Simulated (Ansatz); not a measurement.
Runs of Ansatz 0.2.0 on FePt (Tetraferroplatinum). The structure is tetragonal, space group P4/mmm (No. 123). The conventional cell has a = 2.724 Å, b = 2.724 Å, c = 3.720 Å, α = 90.00°, β = 90.00°, γ = 90.00°. Pt (site symmetry 4/mmm) is surrounded by 8 Fe at 2.68 Å and 4 Pt at 2.72 Å. Around Fe (site symmetry 4/mmm) lie 8 Pt at 2.68 Å and 4 Fe at 2.72 Å. 

| task | level | potentials or basis | spin | cell | cutoff (eV) | points for each segment of the path | gap on the mesh (eV) | pressure (GPa) | moment (μB) | relaxed volume (Å³/atom) |
| --- | --- | --- | --- | --- | --- | --- | --- | --- | --- | --- |
| band structure | PBEsol | Ansatz PAW | collinear, ferromagnetic start | as given | 420 | 14 | none | -6.0 | (b) | - |
| band structure | m-r2SCAN | Ansatz PAW | collinear, ferromagnetic start | as given | 500 | 14 | none | -3.6 | 3.24 | - |
| relaxation of cell and atoms | exchange-only PBE | Ansatz PAW | collinear, ferromagnetic start | relaxed | 420 | - | none | 0.0 | 3.62 | 16.31 |
| relaxation of cell and atoms | BLYP+D4 | Ansatz PAW | collinear, ferromagnetic start | relaxed | 420 | - | none | 0.0 | 3.24 | (a) |
| band structure | LDA | Ansatz PAW | non-collinear, ferromagnetic start, SOC | as given | 420 | 14 | none | -13.3 | 3.18 | - |

Alike in all rows: k mesh 10 × 10 × 7; smearing fermi-dirac 0.05 eV.

**Question.** Estimate the missing entries.

**Answer.** (a) 13.96; (b) 3.28.

Caveats: the PAW data sets come from PBE, with cores solved anew for the run's functional, which leaves a small shift of forces and pressure; spin-orbit coupling is left out, which moves the levels of the heavy elements (some runs); the plane-wave basis is chosen anew once the cell has moved, so the energies of steps on either side of that aren't comparable (some runs); the magnetic or orbital state may not be the lowest (some runs); the volume moved by over 15 % at a fixed basis, so the end points are rough (some runs); the volume moved by +18 % from the deposited cell, more than functionals usually miss (some runs); pairwise dispersion overbinds metals, which lowers pressure and volume (some runs).

A k mesh can miss the band edges, and rows without SOC leave out spin-orbit coupling on Pt.

A gap of «none» marks a metal or a gap under the smearing width.

Runs at the PBE level aren't shown here.
